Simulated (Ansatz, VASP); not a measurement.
**AlN in VASP and in Ansatz**

```
Al N
1.0
     0.00000    2.03452    2.03452
     1.95314    0.00000    2.03452
     1.95314    2.03452    0.00000
Al N
1 1
Direct
  0.50000 0.50000 0.50000
  0.00000 0.00000 0.00000
```

Change from the starting cell: strain = -0.04.

Alike in both runs: task single point; functional PBE; k mesh 11 × 11 × 11; occupations fermi-dirac, width 0.05 eV; no spin polarisation.

|  | VASP | Ansatz |
| --- | --- | --- |
| version | VASP 6.6.1 | Ansatz 0.2.0 |
| potentials or method | VASP PAW PBE potentials, release 64 (Al, N) | Ansatz PAW |
| plane-wave cutoff (eV) | 520 | 420 |
| valence electrons in the cell | 8 | 8 |

|  | VASP | Ansatz | Ansatz less VASP |
| --- | --- | --- | --- |
| gap on the k mesh at the Fermi level (eV) | 4.64 | 4.67 | +0.026 |
| least direct gap on the mesh (eV) | 5.87 | 5.85 | -0.014 |
| pressure (GPa) | 12.1 | 12.4 | +0.31 |
| largest component of the traceless stress (GPa) | 9.56 | 9.58 | +0.018 |

Caveats: an odd mesh through Γ misses points on the zone boundary, where band edges often lie (VASP); odd divisions of the mesh miss points on the zone boundary, where band edges often lie, so the gap on the mesh can be too wide (Ansatz); the pressure holds a Pulay correction of +0.6 GPa for the finite cutoff (Ansatz).
